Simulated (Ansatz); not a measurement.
The structure is an experimental refinement, used without relaxation. The listed cell was then made from it by scaling, straining or moving an atom.

Li: DFT, PBE, all-electron LAPW, scalar-relativistic (Ansatz 0.2.0). What sets it apart from a plain run of this crystal: volume scaled by 0.99.

Command: `ansatz run input.yaml --threads 1 --pin off --max-ram 3072MiB --backend cpu --events-out ev --progress --plain --runs-dir out` The run took 1.6 s on 1 thread of Intel(R) Xeon(R) Platinum 8488C (Sapphire Rapids), on a shared host, peak memory 0.23 GiB.

```yaml
crystal:
  lattice:
    - [-1.7441471135, 1.7441471135, 1.7441471135]
    - [1.7441471135, -1.7441471135, 1.7441471135]
    - [1.7441471135, 1.7441471135, -1.7441471135]
  atoms:
    - { symbol: Li, position: [0.0, 0.0, 0.0] }
kpoints:
  mp_grid: { grid: [15, 15, 15] }
  band_path:
    path:
      - [0.0, 0.0, 0.0]
      - [0.5, -0.5, 0.5]
      - [0.0, 0.0, 0.5]
      - [0.0, 0.0, 0.0]
      - [0.25, 0.25, 0.25]
      - [0.5, -0.5, 0.5]
      - [0.25, 0.25, 0.25]
      - [0.0, 0.0, 0.5]
    npoints: 5
scf:
  occupations: { method: fermi_dirac, width: 0.08 }
hamiltonian:
  xc: pbe
  pseudopotentials: { kind: all_electron, lapw: { basis_error: 0.00025 } }
output:
  forces: true
  stress: true
  eigenvalues: true
```

Output (standing set-up lines are left out):

```
LAPW: plane waves up to 4.831 Å⁻¹, error target 2.5e-4 eV per atom; small_component_spin mean_spin; Li in spheres of 1.510 Å, 3 of its electrons in bands, Dirac shells []
Crystal: 1 atoms, lattice volume = 21.223 Å³
Basis set: ecut = 88.9141661894525 eV, 43 PW (Γ), exchange–correlation at level 2
iter 1 solved again at ethr=1.81e-5 eV; its pass at ethr=1.00e-1 eV (dr2=5.43e-4 eV) is discarded
SCF iter   1: F=—  HF=-204.688988 eV  |F-HF|=—  |Δ(HF+E_count)|=         —  Δρ=1.68e-3  dr2=5.45e-4  ethr=1.81e-5  ⟨swp⟩=4.1  Hψ=6202  notcnv=0
preconditioner: auto → none  [metal: Δε(μ)=0.082 eV  Ē_g=10.380 eV  σ=0.080 eV  W_gap=0.25  n_scr=0 (ndim 8)  ℏωp=8.1 eV  f_vac=0.000  D(μ)=0.53/eV (n_scr^D=0)]
SCF iter   2: F=—  HF=-204.688348 eV  |F-HF|=—  |Δ(HF+E_count)|=   6.40e-4  Δρ=8.39e-4  dr2=1.36e-4  ethr=1.81e-5  ⟨swp⟩=2.0  Hψ=2002  notcnv=0
iter 3 solved again at ethr=1.01e-8 eV; its pass at ethr=4.52e-6 eV (dr2=3.02e-7 eV) is discarded
SCF iter   3: F=—  HF=-204.688237 eV  |F-HF|=—  |Δ(HF+E_count)|=   1.11e-4  Δρ=3.94e-5  dr2=3.02e-7  ethr=1.01e-8  ⟨swp⟩=2.0  Hψ=3404  notcnv=0
SCF iter   4: F=-204.688237 eV  HF=-204.688237 eV  |F-HF|=1.36e-9  |Δ(HF+E_count)|=   5.13e-8  Δρ=1.48e-6  dr2=4.14e-10  ethr=1.01e-8  ⟨swp⟩=2.0  Hψ=2002  notcnv=0
SCF 1 converged in 4 iterations: F = -204.688237 eV  dr2 = 4.14e-10
NSCF: frozen V_eff on 36 k-points
SCF converged after 4 iterations
Free energy (F): -204.688237 eV
Harris-Foulkes:  -204.688237 eV  (|F-HF|=1.36e-9)
Internal energy: -204.677262 eV  (E = F + TS)
E sigma→0 (E₀):  -204.682749 eV
Entropy (-TS):   -0.010975 eV (-10.975 meV/atom)
Fermi energy:    0.794911 eV
--- Per-component energies (eV) ---
  E_band       = -92.206521
  E_kinetic    = 202.859564
  E_xc         = -50.660750
  E_electrostatic = -356.876076  (all electrons and nuclei)
  E_smearing   = -0.010975  (= −TS)
  E_closure    = 0.000000  (closes the sum)
  E_atoms      = -202.784629  (free atoms, spherical and without spin; not in F)
  Σ components = -204.688237   (vs F -204.688237, Δ=0.00e0)
  Basis errors (estimates in eV, not in F): energy 8.3e-5 per atom: plane waves 8.2e-5 (5.6e-5 summed), levels above the bands 1.1e-71, relativity 2.2e-9, radial functions 1.1e-6, core shells 0.0e0; eigenvalues (radial functions only) 5.0e-5; not estimated: angular momenta, meshes, grids; target (lapw.basis_error) 2.5e-4; muffin-tin radii Li 1.510 Å
--- Forces (eV/Å), atoms counted from 1 ---
  atom   1  Li     0.00000000    -0.00000000     0.00000000
  max |Σ_I F_I| component: 3.13e-32 eV/Å
--- Stress (GPa, compression-positive) ---
       -0.587535       0.000000       0.000000
        0.000000      -0.587535      -0.000000
        0.000000      -0.000000      -0.587535
  P = ⅓ Tr σ = -0.5875 GPa (-5.875 kbar)
--- Band table (eV; the first three rows and the last of 120) ---
  k-point 0: bands = ["-45.8227", "-2.7417", "14.9019", "14.9019", "14.9019", "19.5843"]
  k-point 1: bands = ["-45.8220", "-2.6588", "14.3506", "14.4964", "14.7614", "18.3669"]
  k-point 2: bands = ["-45.8201", "-2.4101", "12.7698", "13.6549", "14.3667", "17.3033"]
  k-point 119: bands = ["-45.7958", "5.5295", "6.1810", "6.1810", "8.3978", "9.0137"]
```
